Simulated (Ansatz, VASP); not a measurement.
## One calculation of KMgF3, two programs

```
K Mg F
1.0
     4.01230    0.00000    0.00000
     0.00000    4.01230    0.00000
     0.00000    0.00000    4.01230
K Mg F
1 1 3
Cartesian
  2.0061 2.0061 2.0061
  0.0000 0.0000 0.0000
  0.0000 0.0000 2.0061
  0.0000 2.0061 0.0000
  2.0061 0.0000 0.0000
```

Change from the starting cell: volume scaled by 1.02.

Alike in both runs: task single point; functional PBE; k mesh 7 × 7 × 7; occupations fermi-dirac, width 0.05 eV; no spin polarisation.

|  | VASP | Ansatz |
| --- | --- | --- |
| version | VASP 6.6.1 | Ansatz 0.2.0 |
| potentials or method | VASP PAW PBE potentials, release 64 (K_sv, Mg, F) | Ansatz PAW |
| plane-wave cutoff (eV) | 520 | 420 |
| valence electrons in the cell | 32 | 40 |

```tsv
	VASP	Ansatz	Ansatz less VASP
gap on the k mesh at the Fermi level (eV)	7.19	7.22	+0.030
least direct gap on the mesh (eV)	7.48	7.51	+0.028
pressure (GPa)	1.8	2.2	+0.41
```

The two sets of potentials don't hold the same shells in valence.

Caveats: an odd mesh through Γ misses points on the zone boundary, where band edges often lie (VASP); odd divisions of the mesh miss points on the zone boundary, where band edges often lie, so the gap on the mesh can be too wide (Ansatz); the pressure holds a Pulay correction of +0.5 GPa for the finite cutoff (Ansatz).
